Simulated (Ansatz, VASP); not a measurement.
# One calculation of MgS, two programs

File POSCAR:

```
MgS
1.0
    4.0346224068      0.0000000000      0.0000000000
   -2.0173112034      3.4940854990      0.0000000000
    0.0000000000      0.0000000000      6.4322941800
S Mg
2 2
Direct
    0.6666666667      0.3333333333      0.8792441500
    0.3333333333      0.6666666667      0.3792441500
    0.3333333333      0.6666666667      0.9957548500
    0.6666666667      0.3333333333      0.4957548500
```

The input INCAR.step1:

```
SYSTEM = MgS
ALGO     = Normal         ! electronic algorithm
EDIFF    = 1E-5           ! SCF threshold, eV
ENCUT    = 520            ! plane-wave cutoff, eV
GGA      = PE             ! functional
ISIF     = 2              ! what is computed and relaxed
ISMEAR   = -1             ! smearing method
LASPH    = .True.         ! aspherical terms in the spheres
LCHARG   = .False.        ! write CHGCAR
LREAL    = .False.        ! projectors in reciprocal space
LWAVE    = .True.         ! write WAVECAR
NELM     = 100            ! most SCF steps
PREC     = Accurate       ! precision mode
SIGMA    = 0.05           ! smearing width, eV
```

The input INCAR.step2:

```
SYSTEM = MgS
AEXX     = 0.4            ! exact-exchange fraction
ALGO     = Normal         ! electronic algorithm
EDIFF    = 1E-7           ! SCF threshold, eV
ENCUT    = 520            ! plane-wave cutoff, eV
GGA      = PE             ! functional
HFSCREEN = 0.2            ! screening, 1/A
ISIF     = 2              ! what is computed and relaxed
ISMEAR   = -1             ! smearing method
ISTART   = 1            
LASPH    = .True.         ! aspherical terms in the spheres
LCHARG   = .False.        ! write CHGCAR
LHFCALC  = .True.         ! exact exchange
LREAL    = .False.        ! projectors in reciprocal space
LWAVE    = .False.        ! write WAVECAR
NELM     = 100            ! most SCF steps
PREC     = Accurate       ! precision mode
PRECFOCK = Fast         
SIGMA    = 0.05           ! smearing width, eV
```

KPOINTS

```
k-points
0
Gamma
  4 4 2
  0 0 0
```

Contents of input.yaml:

```yaml
crystal:
  lattice:
    - [4.0346224068, 0.0, 0.0]
    - [-2.0173112034, 3.494085499, 0.0]
    - [0.0, 0.0, 6.43229418]
  atoms:
    - { symbol: S, position: [0.6666666667, 0.3333333333, 0.87924415] }
    - { symbol: S, position: [0.3333333333, 0.6666666667, 0.37924415] }
    - { symbol: Mg, position: [0.3333333333, 0.6666666667, 0.99575485] }
    - { symbol: Mg, position: [0.6666666667, 0.3333333333, 0.49575485] }
hamiltonian:
  xc: { exchange: pbe, correlation: pbe, exx: { coeff: 0.4, omega: 0.2 } }
  pseudopotentials: { kind: paw }
kpoints:
  mp_grid: { grid: [4, 4, 2] }
scf:
  occupations: { method: fermi_dirac, width: 0.05 }
output:
  forces: true
  stress: true
  eigenvalues: true
```

The cell comes from a database or a generator and needn't be the stable form of this composition.

Alike in both runs: task single point; functional HSE(alpha, omega); k mesh 4 × 4 × 2; occupations fermi-dirac, width 0.05 eV; no spin polarisation.

|  | VASP | Ansatz |
| --- | --- | --- |
| version | VASP 6.6.1 | Ansatz 0.2.0 |
| potentials or method | VASP PAW PBE potentials, release 64 (S, Mg) | Ansatz PAW |
| plane-wave cutoff (eV) | 520 | 420 |
| valence electrons in the cell | 16 | 32 |

|  | VASP | Ansatz | Ansatz less VASP |
| --- | --- | --- | --- |
| gap on the k mesh at the Fermi level (eV) | 5.18 | 5.20 | +0.021 |
| least direct gap on the mesh (eV) | 5.18 | 5.20 | +0.021 |
| pressure (GPa) | -0.7 | -0.5 | +0.21 |
| largest component of the traceless stress (GPa) | 0.20 | 0.21 | +0.007 |
| rms of the force components (eV/Å) | 0.031 | 0.030 | -0.0009 |

Atom by atom the forces differ by 0.001 eV/Å (rms over components). With one functional, cell and mesh, what is left measures potentials, basis and numerics. The two sets of potentials don't hold the same shells in valence.

Caveats: the k mesh is coarse (spacing up to 0.49 Å⁻¹), so the values aren't converged, least of all with exact exchange; the PAW data sets were made with another functional, which shifts forces and pressure a little (VASP); the PAW data sets come from PBE, with cores solved anew for the run's functional, which leaves a small shift of forces and pressure (Ansatz); the thresholds are loose for stress (Ansatz).
